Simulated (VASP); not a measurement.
Write the native input for VASP 6.6.1 that does the following.

```
Task                   : single point
Functional             : PBE
Potentials or basis    : VASP PAW PBE potentials, release 64 (Li_sv, Cl)
Cutoff                 : 520 eV
k mesh                 : 12 × 12 × 4
Occupations            : fermi-dirac, width 0.02 eV
Spin                   : no spin polarisation
Dipole correction      : no
Further INCAR settings : ALGO = Normal; EDIFF = 1e-07; NBANDS = 18
```

The structure of LiCl lies in POSCAR:

```
LiCl
1.0
    4.0986288315      0.0000000000      0.0000000000
   -2.0493144158      3.5495166887      0.0000000000
    0.0000000000      0.0000000000      6.2244572281
Li Cl
2 2
Direct
    0.3333333333      0.6666666667     -0.0078656557
    0.6666666667      0.3333333333      0.4921343443
    0.3333333333      0.6666666667      0.3828656557
    0.6666666667      0.3333333333      0.8828656557
```

The cell was built by a generator and needn't be a form met in nature.

The cell isn't the ideal one: biaxial_xy strain +5.2%.

The input as run:

INCAR

```
SYSTEM = LiCl
PREC = Accurate
ENCUT = 520
EDIFF = 1E-7
ISMEAR = -1
SIGMA = 0.02
LREAL = .FALSE.
LASPH = .TRUE.
NELM = 100
ALGO = Normal
ISIF = 2
LWAVE = .FALSE.
LCHARG = .TRUE.
GGA = PE
LELF = .TRUE.
LVHAR = .TRUE.
NBANDS = 18
```

KPOINTS

```
Automatic mesh
0
G
  12 12 4
  0 0 0
```

Potentials or basis: VASP PAW PBE potentials, release 64 (Li_sv, Cl).

The run is started by

```bash
$ cat potpaw_PBE.64/Li_sv/POTCAR potpaw_PBE.64/Cl/POTCAR > POTCAR
$ mpirun -np 1 vasp_std > vasp.out
```

It gave:

```yaml
Band_gap_on_the_k_mesh: 5.59 eV, direct
```

It took 41 s on 1 thread of Intel(R) Xeon(R) 6975P-C (Granite Rapids), on a shared host, peak memory 0.22 GiB.
